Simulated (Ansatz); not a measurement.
# NaCl: band gap under strain

How does strain move the band edges of NaCl built on the rocksalt prototype, and do the functionals agree on it? States: +4.1 % strain along [111] alone; +4.2 % shear in the xy plane; -4.6 % biaxial strain in the (111) plane, free along [111].

Program: Ansatz 0.2.0. PAW datasets, plane waves. The values are computed, spin-unpolarised, and not measurements.

**1. The cell**

The unstrained cell was relaxed with r2SCAN; in each strained cell the atoms were relaxed again with r2SCAN. Names of k-points are those of the unstrained zone, where strain can split equivalent points. First state: +4.1 % strain along [111] alone.

The symmetry is R-3m (No. 166, trigonal); a = 3.964 Å, c = 10.106 Å in the conventional setting, 22.92 Å³ an atom. Na has 6 Cl at 2.84 Å; Cl has 6 Na at 2.84 Å.

The structure in full:

Space group R-3m:H (No. 166). a = 3.964 Å, b = 3.964 Å, c = 10.106 Å, α = 90.00°, β = 90.00°, γ = 120.00°
```
atom  site  symmetry       x       y       z
  Na    3a       -3m  0.0000  0.0000  0.0000
  Cl    3b       -3m  0.6667  0.3333  0.8333
```

**2. +4.1 % strain along [111] alone: PBE**

Input file input.yaml:

```yaml
crystal:
  lattice:
    - [0.0764202548, 2.8791190851, 2.8791190851]
    - [2.8791190851, 0.0764202548, 2.8791190851]
    - [2.8791190851, 2.8791190851, 0.0764202548]
  atoms:
    - { symbol: Na, position: [0.0, 0.0, 0.0] }
    - { symbol: Cl, position: [0.5, 0.5, 0.5] }
kpoints:
  mp_grid: { grid: [8, 8, 8] }
  band_path:
    path:
      - [0.0, 0.0, 0.0]
      - [0.5, 0.0, 0.5]
      - [0.625, 0.25, 0.625]
      - [0.375, 0.375, 0.75]
      - [0.5, 0.5, 0.5]
      - [0.5, 0.25, 0.75]
    npoints: 1
hamiltonian:
  xc: pbe
scf:
  occupations: { method: fermi_dirac, width: 0.02 }
  n_extra_bands: 4
output:
  forces: true
  stress: true
  eigenvalues: true
```

Run with:

```bash
ansatz run input.yaml --threads 4 --pin off --max-ram 3686MiB --backend cpu --events-out ev --progress --plain --runs-dir out
```

The runs that follow: +4.1 % strain along [111] alone: r2SCAN; +4.1 % strain along [111] alone: HSE06; +4.2 % shear in the xy plane: PBE; +4.2 % shear in the xy plane: r2SCAN; +4.2 % shear in the xy plane: HSE06; -4.6 % biaxial strain in the (111) plane, free along [111]: PBE; -4.6 % biaxial strain in the (111) plane, free along [111]: r2SCAN; -4.6 % biaxial strain in the (111) plane, free along [111]: HSE06.

Q: Predict the outcome of this session.

The runs gave:

Least gap in eV (negative: overlap):

```
                                                     state   PBE  r2SCAN  HSE06
                           +4.1 % strain along [111] alone  4.96    5.74   6.33
                              +4.2 % shear in the xy plane  5.09    5.88   6.47
-4.6 % biaxial strain in the (111) plane, free along [111]  5.23    6.03   6.62
```

**Reading.** Where both were run, the HSE06 gap lies +1.37 to +1.39 eV from PBE's, each on its own k points. In PBE the gap is least under +4.1 % strain along [111] alone (4.96 eV) and largest under -4.6 % biaxial strain in the (111) plane, free along [111] (5.23 eV).
